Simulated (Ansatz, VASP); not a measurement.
# Si: VASP beside Ansatz

The input INCAR:

```
ALGO = Normal
EDIFF = 1E-6
EDIFFG = -0.005
ENCUT = 600
IBRION = 2
ISIF = 3
ISMEAR = 0
LASPH = T
LCHARG = F
LREAL = F
LWAVE = F
NELM = 80
NSW = 100
PREC = Accurate
SIGMA = 0.02
```

File KPOINTS:

```
k-points
0
Gamma
  12 12 12
```

POSCAR

```
Si
1.0
    0.0000000000      2.7135600000      2.7135600000
    2.7135600000      0.0000000000      2.7135600000
    2.7135600000      2.7135600000      0.0000000000
Si
2
Direct
    0.7500000000      0.7500000000      0.7500000000
    0.5000000000      0.5000000000      0.5000000000
```

Input for Ansatz:

```yaml
crystal:
  lattice:
    - [0.0, 2.71356, 2.71356]
    - [2.71356, 0.0, 2.71356]
    - [2.71356, 2.71356, 0.0]
  atoms:
    - { symbol: Si, position: [0.75, 0.75, 0.75] }
    - { symbol: Si, position: [0.5, 0.5, 0.5] }
basis:
  ecutwfc: 420
kpoints:
  mp_grid: { grid: [12, 12, 12] }
hamiltonian:
  xc: lda
scf:
  occupations: { method: gaussian, width: 0.02 }
output:
  forces: true
  stress: true
  eigenvalues: true
  write_density: true
  write_potential: true
  elf: true
  volumetric_format: npy
relax:
  adjacent_minimum: "off"
  f_tol: 0.005
  max_steps: 80
  cell: { stress_tol: 0.05 }
```

Alike in both runs: task relaxation of cell and atoms; functional LDA; k mesh 12 × 12 × 12; occupations gaussian, width 0.02 eV; no spin polarisation.

```csv
,VASP,Ansatz
version,VASP 6.6.1,Ansatz 0.2.0
potentials or method,"VASP PAW LDA potentials, release 64 (Si)","scalar-relativistic, plane waves, PAW"
plane-wave cutoff (eV),600,420
valence electrons in the cell,8,8
```

```tsv
	VASP	Ansatz	Ansatz less VASP
gap on the k mesh at the Fermi level, each at its own relaxed structure (eV)	0.44	0.44	+0.001
relaxed volume (Å³/atom)	19.72	19.70	-0.011
relaxed cell length with the largest relative difference (Å)	3.820	3.820	-0.0007
energy change over the relaxation (meV/atom)	-1	-1	-0.1
```

LDA usually gives volumes a few per cent too small. Zero-point motion and thermal expansion aren't in these numbers.
